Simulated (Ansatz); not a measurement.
**CsPbI3 in the cubic perovskite structure (space group Pm-3m, No. 221)**

```cif
data_CsI3Pb
_chemical_formula_sum 'Cs1 Pb1 I3'
_space_group_name_H-M_alt 'Pm-3m'
_space_group_IT_number 221
_space_group_name_Hall '-P 4 2 3'
_cell_length_a 6.24749
_cell_length_b 6.24749
_cell_length_c 6.24749
_cell_angle_alpha 90.000
_cell_angle_beta 90.000
_cell_angle_gamma 90.000
loop_
_atom_site_label
_atom_site_type_symbol
_atom_site_symmetry_multiplicity
_atom_site_Wyckoff_symbol
_atom_site_fract_x
_atom_site_fract_y
_atom_site_fract_z
_atom_site_occupancy
Cs1 Cs 1 a 0.00000 0.00000 0.00000 1
Pb1 Pb 1 b 0.50000 0.50000 0.50000 1
I1 I 3 c 0.00000 0.50000 0.50000 1
```

The values are results of PBEsol in Ansatz (plane waves to 420 eV, PAW, no spin-orbit coupling), earlier PAW set, not measurements. Γ-centred 6×6×6 mesh, Fermi–Dirac width 0.05 eV.

| Item | Result |
|---|---|
| Volume per atom | 48.77 Å³ |
| Density | 4.91 g/cm³ |
| Band gap | 1.20 eV, direct at R |
| Electron mass (degenerate bands, along [100]) | 0.059, 0.67, 0.67 mₑ |
| Hole mass | 0.11 mₑ |
| Lowest conduction-band minima above the VBM | R along ⟨111⟩ 1.20 eV |
| Total energy | -7929.020 eV/atom (σ→0; compares only within this code and set-up) |

Spin-orbit coupling, missing from the scalar runs, can matter with I and Pb. Effective masses come from finite differences of ±0.01 Å⁻¹. Stability against distortions was not tested. Many cubic perovskites are stable only at high temperature; tilts and polar distortions were not tested. This is not the structure that CsPbI3 has at room temperature and ambient pressure.

Ansatz is a program for electronic structure.
